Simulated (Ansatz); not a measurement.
A 3-atom cell of Na2S started from a crystallographic database (r2SCAN geometry), in Ansatz:

```cif
data_structure
_symmetry_space_group_name_H-M 'P 1'
_symmetry_Int_Tables_number 1
_cell_length_a 4.6039
_cell_length_b 4.6039
_cell_length_c 4.6039
_cell_angle_alpha 60.000
_cell_angle_beta 60.000
_cell_angle_gamma 60.000
_cell_volume 69.00
loop_
_atom_site_label
_atom_site_type_symbol
_atom_site_fract_x
_atom_site_fract_y
_atom_site_fract_z
_atom_site_occupancy
Na1 Na 0.25000 0.25000 0.25000 1
Na2 Na 0.75000 0.75000 0.75000 1
S1 S 0.00000 0.00000 0.00000 1
```

G0W0@PBE with 259 empty bands, a screening cutoff of 140 eV and a 4×4×4 mesh (PAW, contour deformation) gives 4.142 eV over the mesh points, from a PBE gap of 2.532 eV; it sums over 271 bands with 259 plane waves in the screening and a wave cutoff of 420 eV. G0W0 values are finite-basis, finite-mesh values. No spin polarisation and no zero-point or thermal motion.

Q: Estimate the gap with mesh 6×6×6, empty bands 112, screening cutoff 80 eV.

A: 4.017 eV (-0.125 eV), from a Kohn-Sham gap of 2.534 eV.

Q: Estimate the gap with starting point HSE06.

A: 4.767 eV (+0.625 eV), from a Kohn-Sham gap of 3.528 eV.
